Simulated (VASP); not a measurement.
# Nb3Sn (Pm-3n) in VASP: settings compared

The runs below take Nb3Sn through band structure, with PBE, LDA, r2SCAN.

Everything below comes from runs of VASP 6.6.1. Logs are shortened: lines on timing, memory, paths and dates and some standing lists are left out, and cuts for length are marked.

### 1 The crystal as given

Symmetry: Pm-3n, No. 223, cubic system. The conventional cell has a = 5.257 Å, b = 5.257 Å, c = 5.257 Å, α = 90.00°, β = 90.00°, γ = 90.00°. Nb (site symmetry -4m2) is surrounded by 2 Nb at 2.63 Å and 4 Sn at 2.94 Å. Sn (site symmetry m-3) has 12 Nb at 2.94 Å as nearest neighbours.

### 2 Band structure, PBE

INCAR

```
PREC = Accurate ; ENCUT = 520
EDIFF = 1E-6 ; ISMEAR = 1
SIGMA = 0.1 ; LREAL = F
LASPH = T ; NELM = 80
ALGO = Normal ; ISIF = 2
LWAVE = F ; LCHARG = F
LMAXMIX = 4 ; GGA = PE
NBANDS = 63 ; KPAR = 4
```

KPOINTS

```
regular mesh
0
Gamma
  8 8 8
```

POSCAR

```
Nb3Sn                                   
1.0
    5.2569992690      0.0000000000      0.0000000000
    0.0000000000      5.2569992690      0.0000000000
    0.0000000000      0.0000000000      5.2569992690
  Nb              Sn            
     6     2
Direct
     0.2500000000000000    0.0000000000000000    0.5000000000000000
     0.5000000000000000    0.7500000000000000    0.0000000000000000
     0.7500000000000000    0.0000000000000000    0.5000000000000000
     0.5000000000000000    0.2500000000000000    0.0000000000000000
     0.0000000000000000    0.5000000000000000    0.7500000000000000
     0.0000000000000000    0.5000000000000000    0.2500000000000000
     0.0000000000000000    0.0000000000000000    0.0000000000000000
     0.5000000000000000    0.5000000000000000    0.5000000000000000
```

KPOINTS_OPT

```
explicit points
188
Reciprocal
 0.0000000000  0.0000000000  0.0000000000 1
 0.0000000000  0.0263157895  0.0000000000 1
 0.0000000000  0.0526315789  0.0000000000 1
 0.0000000000  0.0789473684  0.0000000000 1
 0.0000000000  0.1052631579  0.0000000000 1
 0.0000000000  0.1315789474  0.0000000000 1
[... 180 lines left out ...]
 0.0208055800  0.4791944200  0.0000000000 1
-0.0208055800  0.5208055800  0.0000000000 1
```

Potentials or basis: VASP PAW PBE potentials, release 64 (Nb_sv, Sn_d).

On the command line:

```sh
cat potpaw_PBE.64/Nb_sv/POTCAR potpaw_PBE.64/Sn_d/POTCAR > POTCAR
mpirun -np 4 vasp_std > vasp.out
```

OUTCAR:

```text
PREC = Accurate
   ENCUT = 520
   EDIFF = 1E-6
   ISMEAR = 1
   LREAL = F
   LASPH = T
   NELM = 80
   ISIF = 2
   GGA = PE

 ion  position               nearest neighbor table
   1  0.250  0.000  0.500-   3 2.63   3 2.63   8 2.94   7 2.94   8 2.94   7 2.94
   2  0.500  0.750  0.000-   4 2.63   4 2.63   8 2.94   8 2.94   7 2.94   7 2.94
   3  0.750  0.000  0.500-   1 2.63   1 2.63   8 2.94   7 2.94   8 2.94   7 2.94
   4  0.500  0.250  0.000-   2 2.63   2 2.63   8 2.94   8 2.94   7 2.94   7 2.94
   5  0.000  0.500  0.750-   6 2.63   6 2.63   8 2.94   7 2.94   7 2.94   8 2.94
   6  0.000  0.500  0.250-   5 2.63   5 2.63   8 2.94   7 2.94   7 2.94   8 2.94
   7  0.000  0.000  0.000-   1 2.94   2 2.94   3 2.94   4 2.94   5 2.94   6 2.94   1 2.94   3 2.94
                             5 2.94   6 2.94   2 2.94   4 2.94
   8  0.500  0.500  0.500-   1 2.94   2 2.94   3 2.94   4 2.94   5 2.94   6 2.94   2 2.94   4 2.94
                             1 2.94   3 2.94   5 2.94   6 2.94

  LATTYP: Found a simple cubic cell.
 ALAT       =     5.2569992690

  Lattice vectors:

 A1 = (   5.2569992690,   0.0000000000,   0.0000000000)
 A2 = (   0.0000000000,   5.2569992690,   0.0000000000)
 A3 = (   0.0000000000,   0.0000000000,   5.2569992690)

Analysis of symmetry for initial positions (statically):
=====================================================================
 Subroutine PRICEL returns:
 Original cell was already a primitive cell.

 Routine SETGRP: Setting up the symmetry group for a
 simple cubic supercell.

 Subroutine GETGRP returns: Found 48 space group operations
 (whereof 24 operations were pure point group operations)
 out of a pool of 48 trial point group operations.

The static configuration has the point symmetry T_h .
 The point group associated with its full space group is O_h .

Analysis of symmetry for dynamics (positions and initial velocities):
=====================================================================
 Subroutine PRICEL returns:
 Original cell was already a primitive cell.

 Routine SETGRP: Setting up the symmetry group for a
 simple cubic supercell.

 Subroutine GETGRP returns: Found 48 space group operations
 (whereof 24 operations were pure point group operations)
 out of a pool of 48 trial point group operations.

The dynamic configuration has the point symmetry T_h .
 The point group associated with its full space group is O_h .

 Subroutine INISYM returns: Found 48 space group operations
 (whereof 24 operations are pure point group operations),
[... 109 lines left out ...]
   LREAL  =      F    real-space projection
   EDIFFG = 0.1E-04   stopping-criterion for IOM
   NSW    =      0    number of steps for IOM
   IBRION =     -1    ionic relax: 0-MD 1-quasi-New 2-CG
   NFREE  =      0    steps in history (QN), initial steepest desc. (CG)
   ISIF   =      2    stress and relaxation
   ISYM   =      2    0-nonsym 1-usesym 2-fastsym
   POTIM  = 0.5000    time-step for ionic-motion
   TEBEG  =    0.0;   TEEND  =   0.0 temperature during run
   PSTRESS=    0.0 pullay stress
   NELECT =     106.0000    total number of electrons
   NUPDOWN=      -1.0000    fix difference up-down
   EMIN   =  10.00;   EMAX   =-10.00  energy-range for DOS
   EFERMI =   0.00;   METHOD = LEGACY
   ISMEAR =     1;   SIGMA  =   0.10  broadening in eV -4-tet -1-fermi 0-gaus
   EFERMI_NEDOS =   21; number of points for ismear=-14 and -15
   IALGO  =     38    algorithm
   IMIX   =      4    mixing-type and parameters
     AMIX     =   0.40;   BMIX     =  1.00
     AMIX_MAG =   1.60;   BMIX_MAG =  1.00
  volume/ion in A,a.u.               =      18.16       122.55
  Fermi-wavevector in a.u.,A,eV,Ry     =   1.473801  2.785080 29.553073  2.172090
  Thomas-Fermi vector in A             =   2.588650
   LORBIT       =      0    0 simple, 1 ext, 2 COOP (PROOUT), +10 PAW based schemes
   GGA     = PE    functional components
   LHFCALC =     F    Hartree Fock is set to
   AEXX    =    0.0000 exact exchange contribution
   IVDW    =     0    specifies the selected vdW correction
   LEPSILON=     F    determine dielectric tensor
   LRPA    =     F    only Hartree local field effects (RPA)
 non-spin polarized calculation
 Methfessel and Paxton  Order N= 1 SIGMA  =   0.10
  energy-cutoff  :      520.00
  volume of cell :      145.28
 maximum number of plane-waves:      3948
 NGX is ok and might be reduce to    40
   NGX = 19   NGY = 19   NGZ = 19

 number of electron     106.0000008 magnetization

 Free energy of the ion-electron system (eV)
  ---------------------------------------------------
  ext. energy  EPLUGINS =         0.00000000
  ---------------------------------------------------
  free energy    TOTEN  =       -70.25950624 eV

  energy without entropy =      -70.24728308  energy(sigma->0) =      -70.25543185

 E-fermi :  11.6469     XC(G=0): -12.4415

 val. band max:       11.6467083145   @ k =   0.5000   0.3750   0.3750
 cond. band min:      11.6493795206   @ k =   0.3750   0.1250   0.0000
 fundamental gap:      0.0026712061
 Fermi energy:        11.6469368709

 k-point     1 :       0.0000    0.0000    0.0000
  band No.  band energies     occupation
      1     -42.8971      2.00000
      2     -42.8192      2.00000
      3     -42.8192      2.00000
      4     -42.5851      2.00000
      5     -42.5851      2.00000
      6     -42.5851      2.00000
[... 1573 lines left out ...]
     62      14.2697      0.00000
     63      14.3756      0.00000

 [... further k-points ...]
[... 5 lines left out ...]
  --------------------------------------------------------------------------------------
  -------------------------------------------------------------------------------------
  Total        5.3540669      5.3540669      5.3540669     -0.0000000     -0.0000000     -0.0000000
  in kB       59.0446596     59.0446596     59.0446596     -0.0000000     -0.0000000     -0.0000000
  external PRESSURE =      59.0446596 kB  Pullay stress =       0.0000000 kB

 VOLUME and BASIS-vectors are now :
 -----------------------------------------------------------------------------
  energy-cutoff  :      520.00
  volume of cell :      145.28
      direct lattice vectors                 reciprocal lattice vectors
     5.256999269  0.000000000  0.000000000     0.190222587  0.000000000  0.000000000
     0.000000000  5.256999269  0.000000000     0.000000000  0.190222587  0.000000000
     0.000000000  0.000000000  5.256999269     0.000000000  0.000000000  0.190222587

 POSITION                                       TOTAL-FORCE (eV/Angst)
 -----------------------------------------------------------------------------------
      1.31425      0.00000      2.62850         0.000000     -0.000000      0.000000
      2.62850      3.94275      0.00000        -0.000000      0.000000     -0.000000
      3.94275      0.00000      2.62850        -0.000000     -0.000000      0.000000
      2.62850      1.31425      0.00000        -0.000000     -0.000000      0.000000
      0.00000      2.62850      3.94275        -0.000000      0.000000      0.000000
      0.00000      2.62850      1.31425         0.000000      0.000000     -0.000000
      0.00000      0.00000      0.00000         0.000000      0.000000     -0.000000
      2.62850      2.62850      2.62850         0.000000      0.000000     -0.000000
 -----------------------------------------------------------------------------------
    total drift:                                0.000000     -0.000000      0.000000

  FREE ENERGIE OF THE ION-ELECTRON SYSTEM (eV)
  ---------------------------------------------------
  free  energy   TOTEN  =       -70.2595062420 eV

  energy  without entropy=      -70.2472830793  energy(sigma->0) =      -70.25543185
```

Run time: 5.3 min. Hardware: 4 MPI ranks of AMD EPYC 9R45 (Zen 5), shared host; peak memory 0.5 GiB.

Results:

| Item | Value |
| --- | --- |
| Free energy | -70.2595 eV |
| Pressure | 5.9 GPa |
| Band gap along the path | none (metal or under the smearing width) |

Levels at the corners of the path, in eV from the Fermi level:
| point | band 51 | band 52 | band 53 | band 54 | band 55 | band 56 |
| --- | --- | --- | --- | --- | --- | --- |
| Γ | -0.56 | -0.56 | -0.06 | -0.06 | 2.43 | 2.43 |
| X | -0.86 | -0.86 | -0.36 | -0.36 | 1.57 | 1.57 |
| X | -0.86 | -0.86 | -0.36 | -0.36 | 1.57 | 1.57 |
| M | 0.16 | 0.16 | 0.22 | 0.59 | 0.65 | 0.65 |
| M | 0.16 | 0.16 | 0.22 | 0.59 | 0.65 | 0.65 |
| Γ | -0.56 | -0.56 | -0.06 | -0.06 | 2.43 | 2.43 |
| Γ | -0.56 | -0.56 | -0.06 | -0.06 | 2.43 | 2.43 |
| R | 0.03 | 0.03 | 0.14 | 0.14 | 0.14 | 0.14 |
| R | 0.03 | 0.03 | 0.14 | 0.14 | 0.14 | 0.14 |
| X | -0.86 | -0.86 | -0.36 | -0.36 | 1.57 | 1.57 |
| M | 0.16 | 0.16 | 0.22 | 0.59 | 0.65 | 0.65 |
| R | 0.03 | 0.03 | 0.14 | 0.14 | 0.14 | 0.14 |

Caveat: spin-orbit coupling is left out, which moves the levels of the heavy elements.

### 3 Band structure, LDA

Changes to INCAR since step 2:

```diff
@@ -6,3 +6,3 @@
 LWAVE = F ; LCHARG = F
-LMAXMIX = 4 ; GGA = PE
-NBANDS = 63 ; KPAR = 4
+LMAXMIX = 4 ; NBANDS = 63
+KPAR = 4
```

KPOINTS is that of step 2.

POSCAR is that of step 2.

KPOINTS_OPT is that of step 2.

Potentials or basis: VASP PAW LDA potentials, release 64 (Nb_sv, Sn_d).

On the command line:

```sh
cat potpaw_LDA.64/Nb_sv/POTCAR potpaw_LDA.64/Sn_d/POTCAR > POTCAR
mpirun -np 4 vasp_std > vasp.out
```

Run time: 5.5 min. Hardware: 4 MPI ranks of AMD EPYC 9R45 (Zen 5), shared host; peak memory 0.48 GiB.

It converged, with:

* Free energy: -78.1874 eV
* Pressure: -3.7 GPa
* Band gap along the path: none (metal or under the smearing width)

Levels at the corners of the path, in eV from the Fermi level:
```tsv
point	band 51	band 52	band 53	band 54	band 55	band 56
Γ	-0.54	-0.54	-0.06	-0.06	2.40	2.40
X	-0.85	-0.85	-0.35	-0.35	1.56	1.56
X	-0.85	-0.85	-0.35	-0.35	1.56	1.56
M	0.16	0.16	0.24	0.58	0.66	0.66
M	0.16	0.16	0.24	0.58	0.66	0.66
Γ	-0.54	-0.54	-0.06	-0.06	2.40	2.40
Γ	-0.54	-0.54	-0.06	-0.06	2.40	2.40
R	0.02	0.02	0.15	0.15	0.15	0.15
R	0.02	0.02	0.15	0.15	0.15	0.15
X	-0.85	-0.85	-0.35	-0.35	1.56	1.56
M	0.16	0.16	0.24	0.58	0.66	0.66
R	0.02	0.02	0.15	0.15	0.15	0.15
```

Caveat: spin-orbit coupling is left out, which moves the levels of the heavy elements.

### 4 Band structure, r2SCAN

Changes to INCAR since step 3:

```diff
@@ -6,3 +6,4 @@
 LWAVE = F ; LCHARG = F
-LMAXMIX = 4 ; NBANDS = 63
+LMAXMIX = 4 ; METAGGA = R2SCAN
+LMIXTAU = T ; NBANDS = 63
 KPAR = 4
```

KPOINTS is that of step 3.

POSCAR is that of step 3.

KPOINTS_OPT is that of step 3.

Potentials or basis: VASP PAW PBE potentials, release 64 (Nb_sv, Sn_d).

On the command line:

```sh
cat potpaw_PBE.64/Nb_sv/POTCAR potpaw_PBE.64/Sn_d/POTCAR > POTCAR
mpirun -np 4 vasp_std > vasp.out
```

OUTCAR:

```text
PREC = Accurate
   ENCUT = 520
   EDIFF = 1E-6
   ISMEAR = 1
   LREAL = F
   LASPH = T
   NELM = 80
   ISIF = 2
   METAGGA = R2SCAN

 ion  position               nearest neighbor table
   1  0.250  0.000  0.500-   3 2.63   3 2.63   8 2.94   7 2.94   8 2.94   7 2.94
   2  0.500  0.750  0.000-   4 2.63   4 2.63   8 2.94   8 2.94   7 2.94   7 2.94
   3  0.750  0.000  0.500-   1 2.63   1 2.63   8 2.94   7 2.94   8 2.94   7 2.94
   4  0.500  0.250  0.000-   2 2.63   2 2.63   8 2.94   8 2.94   7 2.94   7 2.94
   5  0.000  0.500  0.750-   6 2.63   6 2.63   8 2.94   7 2.94   7 2.94   8 2.94
   6  0.000  0.500  0.250-   5 2.63   5 2.63   8 2.94   7 2.94   7 2.94   8 2.94
   7  0.000  0.000  0.000-   1 2.94   2 2.94   3 2.94   4 2.94   5 2.94   6 2.94   1 2.94   3 2.94
                             5 2.94   6 2.94   2 2.94   4 2.94
   8  0.500  0.500  0.500-   1 2.94   2 2.94   3 2.94   4 2.94   5 2.94   6 2.94   2 2.94   4 2.94
                             1 2.94   3 2.94   5 2.94   6 2.94

  LATTYP: Found a simple cubic cell.
 ALAT       =     5.2569992690

  Lattice vectors:

 A1 = (   5.2569992690,   0.0000000000,   0.0000000000)
 A2 = (   0.0000000000,   5.2569992690,   0.0000000000)
[... 194 lines left out ...]
 val. band max:       11.6204144417   @ k =   0.3750   0.1250   0.0000
 cond. band min:      11.6278249855   @ k =   0.3750   0.1250   0.1250
 fundamental gap:      0.0074105438
 Fermi energy:        11.6254432908

 k-point     1 :       0.0000    0.0000    0.0000
  band No.  band energies     occupation
      1     -44.7472      2.00000
      2     -44.6604      2.00000
      3     -44.6604      2.00000
      4     -44.4060      2.00000
      5     -44.4060      2.00000
      6     -44.4060      2.00000
[... 1573 lines left out ...]
     62      14.4497      0.00000
     63      14.5363      0.00000

 [... further k-points ...]
[... 5 lines left out ...]
  --------------------------------------------------------------------------------------
  -------------------------------------------------------------------------------------
  Total        4.2846906      4.2846906      4.2846906      0.0000000      0.0000000      0.0000000
  in kB       47.2515766     47.2515766     47.2515766      0.0000000      0.0000000      0.0000000
  external PRESSURE =      47.2515766 kB  Pullay stress =       0.0000000 kB

 VOLUME and BASIS-vectors are now :
 -----------------------------------------------------------------------------
  energy-cutoff  :      520.00
  volume of cell :      145.28
      direct lattice vectors                 reciprocal lattice vectors
     5.256999269  0.000000000  0.000000000     0.190222587  0.000000000  0.000000000
     0.000000000  5.256999269  0.000000000     0.000000000  0.190222587  0.000000000
     0.000000000  0.000000000  5.256999269     0.000000000  0.000000000  0.190222587

 POSITION                                       TOTAL-FORCE (eV/Angst)
 -----------------------------------------------------------------------------------
      1.31425      0.00000      2.62850         0.000000      0.000000      0.000000
      2.62850      3.94275      0.00000         0.000000     -0.000000     -0.000000
      3.94275      0.00000      2.62850        -0.000000     -0.000000     -0.000000
      2.62850      1.31425      0.00000         0.000000      0.000000      0.000000
      0.00000      2.62850      3.94275        -0.000000      0.000000      0.000000
      0.00000      2.62850      1.31425        -0.000000     -0.000000      0.000000
      0.00000      0.00000      0.00000        -0.000000     -0.000000      0.000000
      2.62850      2.62850      2.62850        -0.000000     -0.000000      0.000000
 -----------------------------------------------------------------------------------
    total drift:                                0.000000     -0.000000      0.000000

  FREE ENERGIE OF THE ION-ELECTRON SYSTEM (eV)
  ---------------------------------------------------
  free  energy   TOTEN  =      -200.2783903112 eV

  energy  without entropy=     -200.2684684229  energy(sigma->0) =     -200.27508302
```

It took 19 min on 4 MPI ranks of AMD EPYC 9R45 (Zen 5), shared host; peak memory 0.52 GiB.

What came out:

- Free energy: -200.2784 eV
- Pressure: 4.7 GPa
- Band gap along the path: none (metal or under the smearing width)

Levels at the corners of the path, in eV from the Fermi level:
| point | band 49 | band 50 | band 51 | band 52 | band 53 | band 54 | band 55 | band 56 | band 57 | band 58 |
| --- | --- | --- | --- | --- | --- | --- | --- | --- | --- | --- |
| Γ | -1.53 | -0.65 | -0.65 | -0.65 | -0.05 | -0.05 | 2.66 | 2.67 | 2.67 | 2.85 |
| X | -1.08 | -1.08 | -0.96 | -0.96 | -0.40 | -0.40 | 1.67 | 1.67 | 2.43 | 2.43 |
| X | -1.08 | -1.08 | -0.96 | -0.96 | -0.40 | -0.40 | 1.67 | 1.67 | 2.43 | 2.43 |
| M | 0.12 | 0.12 | 0.15 | 0.17 | 0.17 | 0.67 | 0.67 | 0.68 | 0.78 | 1.01 |
| M | 0.12 | 0.12 | 0.15 | 0.17 | 0.17 | 0.67 | 0.67 | 0.68 | 0.78 | 1.01 |
| Γ | -1.53 | -0.65 | -0.65 | -0.65 | -0.05 | -0.05 | 2.66 | 2.67 | 2.67 | 2.86 |
| Γ | -1.53 | -0.65 | -0.65 | -0.65 | -0.05 | -0.05 | 2.66 | 2.67 | 2.67 | 2.85 |
| R | 0.09 | 0.09 | 0.09 | 0.09 | 0.11 | 0.11 | 0.11 | 0.11 | 0.11 | 0.11 |
| R | 0.09 | 0.09 | 0.09 | 0.09 | 0.11 | 0.11 | 0.11 | 0.11 | 0.11 | 0.11 |
| X | -1.08 | -1.08 | -0.96 | -0.96 | -0.40 | -0.40 | 1.67 | 1.67 | 2.43 | 2.43 |
| M | 0.12 | 0.12 | 0.15 | 0.17 | 0.17 | 0.67 | 0.67 | 0.68 | 0.78 | 1.01 |
| R | 0.09 | 0.09 | 0.09 | 0.09 | 0.11 | 0.11 | 0.11 | 0.11 | 0.11 | 0.11 |

Caveat: the PAW data sets were made with another functional, which shifts forces and pressure a little; spin-orbit coupling is left out, which moves the levels of the heavy elements.

### 5 Overview

| level | potentials or basis | pressure (GPa) |
| --- | --- | --- |
| PBE | VASP PAW PBE potentials, release 64 (Nb_sv, Sn_d) | 5.9 |
| LDA | VASP PAW LDA potentials, release 64 (Nb_sv, Sn_d) | -3.7 |
| r2SCAN | VASP PAW PBE potentials, release 64 (Nb_sv, Sn_d) | 4.7 |

Alike in all rows: task band structure; no spin polarisation; cell as given; k mesh 8 × 8 × 8; cutoff (eV) 520; smearing methfessel-paxton 0.1 eV.

Caveats: spin-orbit coupling is left out, which moves the levels of the heavy elements; the PAW data sets were made with another functional, which shifts forces and pressure a little (some runs).

Absolute energies hang on the potentials; compare differences alone.
